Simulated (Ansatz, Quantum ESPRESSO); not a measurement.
**TiC: programs and potentials compared**

```
Ti C
1.0
     0.00000    2.16572    2.16572
     2.16572    0.00000    2.16572
     2.16572    2.16572    0.00000
Ti C
1 1
Direct
  0.00000 0.00000 0.00000
  0.50000 0.50000 0.50000
```

The cell is a database's computed one, not the measured one.

Alike in all runs: task equation of state; functional LDA; k mesh 11 × 11 × 11; occupations fermi-dirac, width 0.05 eV; no spin polarisation; no spin-orbit coupling. LDA stands for any of its common fits.

| program and potentials | plane-wave cutoff (eV) | notes | equilibrium volume (Å³/atom) | bulk modulus (GPa) |
| --- | --- | --- | --- | --- |
| Ansatz, JTH PAW LDA | 1230 | - | 9.70 | 282.2 |
| Ansatz, PseudoDojo LDA | 1143 | - | 9.69 | 282.7 |
| Quantum ESPRESSO, PseudoDojo 0.4.1 SR LDA standard | 1143 | - | 9.69 | 282.7 |

The equilibrium volume spans 9.69 (Ansatz, PseudoDojo LDA) to 9.70 Å³/atom (Ansatz, JTH PAW LDA). The bulk modulus spans 282.2 (Ansatz, JTH PAW LDA) to 282.7 GPa (Quantum ESPRESSO, PseudoDojo 0.4.1 SR LDA standard).

Differences between rows come from potentials, basis sets and numerical settings, since the functional is the same but for its coding. Runs on potential files found faulty are left out.
